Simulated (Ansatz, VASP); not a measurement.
## LiF: VASP beside Ansatz

Contents of INCAR:

```
SYSTEM = LiF
PREC = Accurate
ENCUT = 520
EDIFF = 1E-6
ISMEAR = 0
SIGMA = 0.02
LREAL = .FALSE.
LASPH = .TRUE.
NELM = 80
ALGO = Normal
ISIF = 2
LWAVE = .FALSE.
LCHARG = .FALSE.
GGA = PE
NBANDS = 12
```

KPOINTS

```
Automatic mesh
0
G
  10 10 10
  0 0 0
```

File POSCAR:

```
LiF
1.0
    2.5595330000      0.0000000000      0.0000000000
    0.0000000000      2.5595330000      0.0000000000
    0.0000000000      0.0000000000      2.5595330000
Li F
1 1
Direct
    0.0000000000      0.0351626644      0.0000000000
    0.5000000000      0.5000000000      0.5000000000
```

Input for Ansatz:

```yaml
crystal:
  lattice:
    - [2.559533, 0.0, 0.0]
    - [0.0, 2.559533, 0.0]
    - [0.0, 0.0, 2.559533]
  atoms:
    - { symbol: Li, position: [0.0, 0.0351626644, 0.0] }
    - { symbol: F, position: [0.5, 0.5, 0.5] }
basis:
  ecutwfc: 420
kpoints:
  mp_grid: { grid: [10, 10, 10] }
hamiltonian:
  xc: pbe
scf:
  occupations: { method: gaussian, width: 0.02 }
output:
  forces: true
  stress: true
  eigenvalues: true
```

Change from the starting cell: one atom moved.

Alike in both runs: task single point; functional PBE; k mesh 10 × 10 × 10; occupations gaussian, width 0.02 eV; no spin polarisation.

|  | VASP | Ansatz |
| --- | --- | --- |
| version | VASP 6.6.1 | Ansatz 0.2.0 |
| potentials or method | VASP PAW PBE potentials, release 64 (Li_sv, F) | scalar-relativistic, plane waves, PAW |
| plane-wave cutoff (eV) | 520 | 420 |
| valence electrons in the cell | 10 | 10 |

|  | VASP | Ansatz | Ansatz less VASP |
| --- | --- | --- | --- |
| gap on the k mesh at the Fermi level (eV) | 7.50 | 7.50 | -0.008 |
| least direct gap on the mesh (eV) | 8.17 | 8.16 | -0.007 |
| rms of the force components (eV/Å) | 0.019 | 0.018 | -0.0002 |

Atom by atom the forces differ by 0.000 eV/Å (rms over components). With one functional, cell and mesh, what is left measures potentials, basis and numerics.

 A k mesh can miss the band edges.
